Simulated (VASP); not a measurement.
# TiAl (Pm-3m) in VASP: notebook

Runs on TiAl. Level: PBE. Tasks: single point.

All numbers are computed with VASP 6.6.1; they aren't measurements. Logs are shortened: lines on timing, memory, paths and dates and some standing lists are left out, and cuts for length are marked.

### 1 The crystal as given

It takes space group Pm-3m (No. 221, cubic). Conventional cell: a = 3.179 Å, b = 3.179 Å, c = 3.179 Å, α = 90.00°, β = 90.00°, γ = 90.00°. Ti (site symmetry m-3m) is surrounded by 8 Al at 2.75 Å. Al (site symmetry m-3m) has 8 Ti at 2.75 Å as nearest neighbours.

The cell comes from a database or a generator and needn't be the stable form of this composition.

### 2 Single point, PBE

INCAR reads:

```
SYSTEM = TiAl
  ADDGRID = .FALSE.
  ALGO = Normal
  EDIFF = 1E-5
  ENCUT = 460
  GGA = PE
  ISIF = 2
  ISMEAR = -1
  LASPH = .TRUE.
  LCHARG = .FALSE.
  LREAL = .FALSE.
  LWAVE = .FALSE.
  NELM = 100
  PREC = Accurate
  SIGMA = 0.1
```

KPOINTS reads:

```
k-points
0
G
  7 7 7
  0 0 0
```

POSCAR reads:

```
TiAl
1.0
    3.1790640000      0.0000000000      0.0000000000
    0.0000000000      3.1790640000      0.0000000000
    0.0000000000      0.0000000000      3.1790640000
Ti Al
1 1
Direct
    0.0000000000      0.0000000000      0.0000000000
    0.5000000000      0.5000000000      0.5000000000
```

Potentials or basis: VASP PAW PBE potentials, release 64 (Ti_sv, Al).

Command:

```sh
$ cat potpaw_PBE.64/Ti_sv/POTCAR potpaw_PBE.64/Al/POTCAR > POTCAR
$ mpirun -np 1 vasp_std > vasp.out
```

OUTCAR:

```text
SYSTEM = TiAl
   EDIFF = 1E-5
   ENCUT = 460
   GGA = PE
   ISIF = 2
   ISMEAR = -1
   LASPH = .TRUE.
   LREAL = .FALSE.
   NELM = 100
   PREC = Accurate

 Found     20 irreducible k-points:

 Following reciprocal coordinates:
            Coordinates               Weight
  0.000000  0.000000  0.000000      1.000000
  0.142857  0.000000  0.000000      6.000000
  0.285714  0.000000  0.000000      6.000000
  0.428571  0.000000  0.000000      6.000000
  0.142857  0.142857  0.000000     12.000000
  0.285714  0.142857  0.000000     24.000000
   k-points           NKPTS =     20   k-points in BZ     NKDIM =     20   number of bands    NBANDS=     11
   number of dos      NEDOS =    301   number of ions     NIONS =      2
   total plane-waves  NPLWV =  13824
   dimension x,y,z NGX =    24 NGY =   24 NGZ =   24
   dimension x,y,z NGXF=    48 NGYF=   48 NGZF=   48
   ions per type =               1   1
   NGX,Y,Z   is equivalent  to a cutoff of  12.55, 12.55, 12.55 a.u.
   NGXF,Y,Z  is equivalent  to a cutoff of  25.10, 25.10, 25.10 a.u.
 SYSTEM =  TiAl
   PREC   = accura    normal or accurate (medium, high low for compatibility)
   ISTART =      0    job   : 0-new  1-cont  2-samecut
   ICHARG =      2    charge: 1-file 2-atom 10-const
   ISPIN  =      1    spin polarized calculation?
   LNONCOLLINEAR =      F non collinear calculations
   LSORBIT =      F    spin-orbit coupling
   LASPH  =      T    aspherical Exc in radial PAW
   ENCUT  =  460.0 eV  33.81 Ry    5.81 a.u.   5.56  5.56  5.56*2*pi/ulx,y,z
   NELM   =    100;   NELMIN=  2; NELMDL= -5     # of ELM steps
   EDIFF  = 0.1E-04   stopping-criterion for ELM
   LREAL  =      F    real-space projection
   EDIFFG = 0.1E-03   stopping-criterion for IOM
   NSW    =      0    number of steps for IOM
   IBRION =     -1    ionic relax: 0-MD 1-quasi-New 2-CG
   NFREE  =      0    steps in history (QN), initial steepest desc. (CG)
   ISIF   =      2    stress and relaxation
   ISYM   =      2    0-nonsym 1-usesym 2-fastsym
   POTIM  = 0.5000    time-step for ionic-motion
   TEBEG  =    0.0;   TEEND  =   0.0 temperature during run
   PSTRESS=    0.0 pullay stress
   NELECT =      15.0000    total number of electrons
   NUPDOWN=      -1.0000    fix difference up-down
   EMIN   =  10.00;   EMAX   =-10.00  energy-range for DOS
   EFERMI =   0.00;   METHOD = LEGACY
   ISMEAR =    -1;   SIGMA  =   0.10  broadening in eV -4-tet -1-fermi 0-gaus
   EFERMI_NEDOS =   21; number of points for ismear=-14 and -15
   IALGO  =     38    algorithm
   IMIX   =      4    mixing-type and parameters
     AMIX     =   0.40;   BMIX     =  1.00
     AMIX_MAG =   1.60;   BMIX_MAG =  1.00
  volume/ion in A,a.u.               =      16.06       108.41
  Fermi-wavevector in a.u.,A,eV,Ry     =   1.270007  2.399964 21.945065  1.612917
  Thomas-Fermi vector in A             =   2.403017
   LORBIT       =      0    0 simple, 1 ext, 2 COOP (PROOUT), +10 PAW based schemes
   GGA     = PE    functional components
   LHFCALC =     F    Hartree Fock is set to
   AEXX    =    0.0000 exact exchange contribution
   IVDW    =     0    specifies the selected vdW correction
   LEPSILON=     F    determine dielectric tensor
   LRPA    =     F    only Hartree local field effects (RPA)
 non-spin polarized calculation
  energy-cutoff  :      460.00
  volume of cell :       32.13
 maximum number of plane-waves:       739
 NGX is ok and might be reduce to    24
   NGX = 11   NGY = 11   NGZ = 11

 number of electron      14.9999994 magnetization

 Free energy of the ion-electron system (eV)
  ---------------------------------------------------
  ext. energy  EPLUGINS =         0.00000000
  ---------------------------------------------------
  free energy    TOTEN  =       -12.14726241 eV

  energy without entropy =      -12.07934998  energy(sigma->0) =      -12.11330620

 E-fermi :   8.8010     XC(G=0): -11.0860

 val. band max:        8.7922577299   @ k =   0.2857   0.2857   0.0000
 cond. band min:       8.9399394885   @ k =   0.2857   0.2857   0.1429
 fundamental gap:      0.1476817585
 Fermi energy:         8.8010273580

 k-point     1 :       0.0000    0.0000    0.0000
  band No.  band energies     occupation
      1     -48.1097      2.00000
      2     -24.3129      2.00000
      3     -24.3129      2.00000
      4     -24.3129      2.00000
      5      -0.4974      2.00000
      6       7.3406      2.00000
      7       7.3406      2.00000
      8      10.5877      0.00000
      9      10.5877      0.00000
     10      10.5877      0.00000
     11      13.1915      0.00000

 k-point     2 :       0.1429    0.0000    0.0000
  band No.  band energies     occupation
      1     -48.1069      2.00000
      2     -24.3454      2.00000
      3     -24.3101      2.00000
      4     -24.3101      2.00000
      5      -0.1739      2.00000
      6       7.1272      2.00000
      7       7.4833      2.00000
      8      10.1151      0.00000
      9      10.1151      0.00000
     10      10.6250      0.00000
     11      12.1674      0.00000

 k-point     3 :       0.2857    0.0000    0.0000
  band No.  band energies     occupation
      1     -48.1005      2.00000
      2     -24.4178      2.00000
      3     -24.3037      2.00000
      4     -24.3037      2.00000
      5       0.7602      2.00000
      6       6.0231      2.00000
      7       7.8406      1.99987
      8       9.4095      0.00454
      9       9.4095      0.00454
     10      10.7105      0.00000
     11      11.4784      0.00000

 k-point     4 :       0.4286    0.0000    0.0000
  band No.  band energies     occupation
      1     -48.0954      2.00000
      2     -24.4753      2.00000
      3     -24.2986      2.00000
      4     -24.2986      2.00000
      5       2.1762      2.00000
      6       4.2117      2.00000
      7       8.1767      1.99612
      8       8.9896      0.26355
      9       8.9896      0.26355
     10      10.7809      0.00000
     11      11.6984      0.00000

 k-point     5 :       0.1429    0.1429    0.0000
  band No.  band energies     occupation
      1     -48.1041      2.00000
      2     -24.3439      2.00000
      3     -24.3406      2.00000
      4     -24.3073      2.00000
      5       0.1410      2.00000
      6       7.2048      2.00000
      7       7.3845      2.00000
      8       9.5862      0.00078
      9      10.0242      0.00001
     10      10.3703      0.00000
     11      12.5145      0.00000

 k-point     6 :       0.2857    0.1429    0.0000
  band No.  band energies     occupation
      1     -48.0977      2.00000
      2     -24.4140      2.00000
      3     -24.3351      2.00000
      4     -24.3009      2.00000
      5       1.0469      2.00000
      6       6.2139      2.00000
      7       7.6934      1.99997
      8       9.0425      0.16408
      9       9.4760      0.00234
     10      10.3875      0.00000
     11      11.7180      0.00000

 [... further k-points ...]

------------------------ aborting loop because EDIFF is reached ----------------------------------------

  FORCE on cell =-STRESS in cart. coord.  units (eV):
  Direction    XX          YY          ZZ          XY          YZ          ZX
  --------------------------------------------------------------------------------------
  -------------------------------------------------------------------------------------
  Total        0.1445477      0.1445477      0.1445477      0.0000000     -0.0000000     -0.0000000
  in kB        7.2081527      7.2081527      7.2081527      0.0000000     -0.0000000     -0.0000000
  external PRESSURE =       7.2081527 kB  Pullay stress =       0.0000000 kB

 VOLUME and BASIS-vectors are now :
 -----------------------------------------------------------------------------
  energy-cutoff  :      460.00
  volume of cell :       32.13
      direct lattice vectors                 reciprocal lattice vectors
     3.179064000  0.000000000  0.000000000     0.314557996  0.000000000  0.000000000
     0.000000000  3.179064000  0.000000000     0.000000000  0.314557996  0.000000000
     0.000000000  0.000000000  3.179064000     0.000000000  0.000000000  0.314557996

 POSITION                                       TOTAL-FORCE (eV/Angst)
 -----------------------------------------------------------------------------------
      0.00000      0.00000      0.00000         0.000000      0.000000      0.000000
      1.58953      1.58953      1.58953         0.000000      0.000000      0.000000
 -----------------------------------------------------------------------------------
    total drift:                                0.000000      0.000000      0.000000

  FREE ENERGIE OF THE ION-ELECTRON SYSTEM (eV)
  ---------------------------------------------------
  free  energy   TOTEN  =       -12.1472624138 eV

  energy  without entropy=      -12.0793499774  energy(sigma->0) =      -12.11330620
```

It took 2.8 s on 1 thread of Intel Xeon 6975P-C (Granite Rapids), shared host; peak memory 0.13 GiB.

These settings aren't checked as converged: the numbers below hold their error.

Results:

```yaml
Free_energy: -12.1473 eV
Pressure: 0.7 GPa
Band_gap_on_the_k_mesh: none (metal or under the smearing width)
```

### 3 Single point, PBE

INCAR: that of step 2 with these lines changed.

```diff
@@ -1,5 +1,5 @@
 SYSTEM = TiAl
-  ADDGRID = .FALSE.
+  ADDGRID = .TRUE.
   ALGO = Normal
-  EDIFF = 1E-5
+  EDIFF = 1E-6
   ENCUT = 460
```

KPOINTS is that of step 2.

POSCAR is that of step 2.

Potentials or basis: VASP PAW PBE potentials, release 64 (Ti_sv, Al).

Command:

```sh
$ cat potpaw_PBE.64/Ti_sv/POTCAR potpaw_PBE.64/Al/POTCAR > POTCAR
$ mpirun -np 1 vasp_std > vasp.out
```

OUTCAR:

```text
SYSTEM = TiAl
   EDIFF = 1E-6
   ENCUT = 460
   GGA = PE
   ISIF = 2
   ISMEAR = -1
   LASPH = .TRUE.
   LREAL = .FALSE.
   NELM = 100
   PREC = Accurate

 Found     20 irreducible k-points:

 Following reciprocal coordinates:
            Coordinates               Weight
  0.000000  0.000000  0.000000      1.000000
  0.142857  0.000000  0.000000      6.000000
  0.285714  0.000000  0.000000      6.000000
  0.428571  0.000000  0.000000      6.000000
  0.142857  0.142857  0.000000     12.000000
  0.285714  0.142857  0.000000     24.000000
   k-points           NKPTS =     20   k-points in BZ     NKDIM =     20   number of bands    NBANDS=     11
[... 161 lines left out ...]
  FORCE on cell =-STRESS in cart. coord.  units (eV):
  Direction    XX          YY          ZZ          XY          YZ          ZX
  --------------------------------------------------------------------------------------
  -------------------------------------------------------------------------------------
  Total        0.1592115      0.1592115      0.1592115      0.0000000      0.0000000      0.0000000
  in kB        7.9393932      7.9393932      7.9393932      0.0000000      0.0000000      0.0000000
  external PRESSURE =       7.9393932 kB  Pullay stress =       0.0000000 kB

 VOLUME and BASIS-vectors are now :
 -----------------------------------------------------------------------------
  energy-cutoff  :      460.00
  volume of cell :       32.13
      direct lattice vectors                 reciprocal lattice vectors
     3.179064000  0.000000000  0.000000000     0.314557996  0.000000000  0.000000000
     0.000000000  3.179064000  0.000000000     0.000000000  0.314557996  0.000000000
     0.000000000  0.000000000  3.179064000     0.000000000  0.000000000  0.314557996

 POSITION                                       TOTAL-FORCE (eV/Angst)
 -----------------------------------------------------------------------------------
      0.00000      0.00000      0.00000         0.000000      0.000000      0.000000
      1.58953      1.58953      1.58953         0.000000      0.000000      0.000000
 -----------------------------------------------------------------------------------
    total drift:                                0.000000      0.000000      0.000000

  FREE ENERGIE OF THE ION-ELECTRON SYSTEM (eV)
  ---------------------------------------------------
  free  energy   TOTEN  =       -12.1472666473 eV

  energy  without entropy=      -12.0793554131  energy(sigma->0) =      -12.11331103
```

OSZICAR:

```text
N       E                     dE             d eps       ncg     rms          rms(c)
DAV:   1     0.833635148872E+02    0.83364E+02   -0.70617E+03   440   0.129E+03
DAV:   2    -0.779343303136E+01   -0.91157E+02   -0.89084E+02   446   0.316E+02
DAV:   3    -0.135314996661E+02   -0.57381E+01   -0.52400E+01   683   0.767E+01
DAV:   4    -0.137676784460E+02   -0.23618E+00   -0.23171E+00   543   0.128E+01
DAV:   5    -0.137768944942E+02   -0.92160E-02   -0.92040E-02   662   0.241E+00    0.980E+00
DAV:   6    -0.122222532399E+02    0.15546E+01   -0.11738E+01   546   0.389E+01    0.282E+00
DAV:   7    -0.121544784382E+02    0.67775E-01   -0.65426E-01   528   0.992E+00    0.166E+00
DAV:   8    -0.121473392519E+02    0.71392E-02   -0.51638E-02   505   0.238E+00    0.354E-01
DAV:   9    -0.121471197691E+02    0.21948E-03   -0.69951E-03   574   0.792E-01    0.172E-01
DAV:  10    -0.121471965854E+02   -0.76816E-04   -0.87713E-05   517   0.102E-01    0.129E-01
DAV:  11    -0.121472653563E+02   -0.68771E-04   -0.16331E-04   472   0.150E-01    0.117E-02
DAV:  12    -0.121472667593E+02   -0.14030E-05   -0.14181E-05   547   0.233E-02    0.111E-02
DAV:  13    -0.121472666473E+02    0.11203E-06   -0.32465E-06   445   0.212E-02
   1 F= -.12147267E+02 E0= -.12113311E+02  d E =-.679112E-01
```

stdout:

```text
POSCAR found type information on POSCAR TiAl
 POSCAR found :  2 types and       2 ions
 scaLAPACK will be used
 LDA part: xc-table for (Slater+PW92), standard interpolation
 POSCAR, INCAR and KPOINTS ok, starting setup
 FFT: planning ... GRIDC
 FFT: planning ... GRID_SOFT
 FFT: planning ... GRID
 WAVECAR not read
 entering main loop
```

It took 4.1 s on 1 thread of Intel Xeon 6975P-C (Granite Rapids), shared host; peak memory 0.18 GiB.

The run converged, but some of its settings lie outside the range that counts as converged, so its numbers aren't taken as properties of the crystal.

Results:

```
Free energy            : -12.1473 eV
Pressure               : 0.8 GPa
Band gap on the k mesh : none (metal or under the smearing width)
```

### 4 Single point, PBE

INCAR: that of step 3 with these lines changed.

```diff
@@ -1,3 +1,3 @@
 SYSTEM = TiAl
-  ADDGRID = .TRUE.
+  ADDGRID = .FALSE.
   ALGO = Normal
@@ -8,3 +8,3 @@
   ISMEAR = -1
-  LASPH = .TRUE.
+  LASPH = .FALSE.
   LCHARG = .FALSE.
```

KPOINTS is that of step 3.

POSCAR is that of step 3.

Command:

```sh
$ cat potpaw_PBE.64/Ti_sv/POTCAR potpaw_PBE.64/Al/POTCAR > POTCAR
$ mpirun -np 1 vasp_std > vasp.out
```

Wall time 2.2 s (1 thread of Intel Xeon 6975P-C (Granite Rapids), shared host); peak memory 0.13 GiB.

The run converged, but some of its settings lie outside the range that counts as converged, so its numbers aren't taken as properties of the crystal.

What came out:

| Item | Value |
| --- | --- |
| Free energy | -12.1461 eV |
| Pressure | 0.8 GPa |
| Band gap on the k mesh | none (metal or under the smearing width) |

### 5 The reference run

An earlier run on the cell as given: functional PBEsol; potentials or basis VASP PAW PBE potentials, release 64 (Ti_sv, Al); cutoff 520 eV; k mesh 8 × 8 × 8; occupations fermi-dirac, width 0.05 eV; no spin polarisation.

* Pressure: -2.3 GPa
* Band gap on the k mesh: none (metal or under the smearing width)
